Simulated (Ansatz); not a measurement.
TaN and the effect of the functional

The cell as given:

```
Ta N
1.0
     2.93800    0.00000    0.00000
    -1.46900    2.54438    0.00000
     0.00000    0.00000    2.88300
Ta N
1 1
Cartesian
  0.0000 1.6963 1.4415
  0.0000 0.0000 0.0000
```

The cell comes from a database or a generator and needn't be the form met in nature.

Kept alike: task relaxation of cell and atoms; k mesh 10 × 10 × 9; occupations fermi-dirac, width 0.05 eV; no spin polarisation. Program: Ansatz, Ansatz PAW. Cutoffs run from 420 to 500 eV. The mesh is that of the run's cell of 2 atoms. No spin-orbit coupling.

| run | volume (Å³/atom) | first edge of the run's cell (Å) | third edge of the run's cell (Å) |
| --- | --- | --- | --- |
| A | 10.768 | 2.936 | 2.884 |
| B | 10.628 | 2.924 | 2.870 |
| C | 10.432 | 2.907 | 2.851 |
| D | 11.286 | 2.983 | 2.928 |

The relaxations keep at least the cell's symmetry (P-6m2). For a metal such a mesh leaves the last digits unconverged. Relaxations stop with a little pressure left, so the last digits of a volume or edge aren't settled. Ansatz's relaxations hold a Pulay term in the stress (up to 0.6 GPa here). All rows use potentials made for PBE.

Q: The runs differ in the functional (and the cutoff that goes with it) alone: BLYP; LDA; PBEsol; r2SCAN. Which run is which?

A: Run A is r2SCAN; run B is PBEsol; run C is LDA; run D is BLYP. The volume runs from 10.432 (LDA) to 11.286 Å³/atom (BLYP). The first edge of the run's cell runs from 2.907 (LDA) to 2.983 Å (BLYP). The third edge of the run's cell runs from 2.851 (LDA) to 2.928 Å (BLYP).
